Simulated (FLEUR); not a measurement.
Fe:

```xyz
2
Lattice="2.4342 0.0000 0.0000 -1.2171 2.1080 0.0000 0.0000 0.0000 3.8419" Properties=species:S:1:pos:R:3 pbc="T T T"
Fe    1.2171    0.7027    2.8815
Fe    0.0000    1.4054    0.9605
```

This isn't the form of Fe at room conditions, which is bcc.

Base run:

| Item | Value |
| --- | --- |
| Program | FLEUR MaX-R8.1 (later development tree) |
| Functional | r2SCAN |
| Potentials or basis | all-electron |
| Basis | FLAPW |
| Kmax | 4.76 1/bohr |
| k mesh | 12 × 12 × 7 |
| Occupations | fermi-dirac, width 0.05 eV |
| Spin | collinear spin, ferromagnetic start |
| Starting moments | [3.0, 3.0] μB |

Its results: band gap on the k mesh none (metal or under the smearing width); net moment 5.17 μB per cell; site moments Fe +2.65 μB.

**Question.** The run is repeated on the same cell with these changes: functional from r2SCAN to SCAN. What comes out?

**Answer.** Band gap on the k mesh none (metal or under the smearing width); net moment 5.05 μB per cell; site moments Fe +2.56 μB.

Caveats: the meta-GGA is that of a development version, with a GGA for the radial functions and cores and without core tails.
